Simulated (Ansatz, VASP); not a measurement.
**C: VASP beside Ansatz**

The input INCAR:

```
  ALGO = Normal
  EDIFF = 1E-7
  EDIFFG = -0.005
  ENCUT = 600
  GGA = PE
  IBRION = 2
  ISIF = 3
  ISMEAR = 0
  LASPH = True
  LCHARG = False
  LREAL = False
  LWAVE = False
  NELM = 60
  NSW = 100
  PREC = Accurate
  SIGMA = 0.02
```

KPOINTS

```
k-points
0
Gamma
  12 12 12
```

The input POSCAR:

```
C
1.0
    0.0000000000      1.7833700000      1.7833700000
    1.7833700000      0.0000000000      1.7833700000
    1.7833700000      1.7833700000      0.0000000000
C
2
Direct
    0.5000000000      0.5000000000      0.5000000000
    0.7500000000      0.7500000000      0.7500000000
```

Input for Ansatz:

```yaml
crystal:
  lattice:
    - [0.0, 1.78337, 1.78337]
    - [1.78337, 0.0, 1.78337]
    - [1.78337, 1.78337, 0.0]
  atoms:
    - { symbol: C, position: [0.5, 0.5, 0.5] }
    - { symbol: C, position: [0.75, 0.75, 0.75] }
basis:
  ecutwfc: 420
kpoints:
  mp_grid: { grid: [12, 12, 12] }
hamiltonian:
  xc: pbe
scf:
  occupations: { method: gaussian, width: 0.02 }
output:
  forces: true
  stress: true
  eigenvalues: true
relax:
  adjacent_minimum: "off"
  f_tol: 0.005
  max_steps: 80
  cell: { stress_tol: 0.05 }
```

This isn't the form of C at room conditions, which is graphite.

Alike in both runs: task relaxation of cell and atoms; functional PBE; k mesh 12 × 12 × 12; occupations gaussian, width 0.02 eV; no spin polarisation.

|  | VASP | Ansatz |
| --- | --- | --- |
| version | VASP 6.6.1 | Ansatz 0.2.0 |
| potentials or method | VASP PAW PBE potentials, release 64 (C) | scalar-relativistic, plane waves, PAW |
| plane-wave cutoff (eV) | 600 | 420 |
| valence electrons in the cell | 8 | 8 |

|  | VASP | Ansatz | Ansatz less VASP |
| --- | --- | --- | --- |
| gap on the k mesh at the Fermi level, each at its own relaxed structure (eV) | 4.14 | 4.15 | +0.007 |
| relaxed volume (Å³/atom) | 5.69 | 5.69 | 0.000 |
| relaxed cell length with the largest relative difference (Å) | 2.525 | 2.525 | -0.0001 |

PBE usually gives volumes a little too large and moduli too small. Zero-point motion and thermal expansion aren't in these numbers.
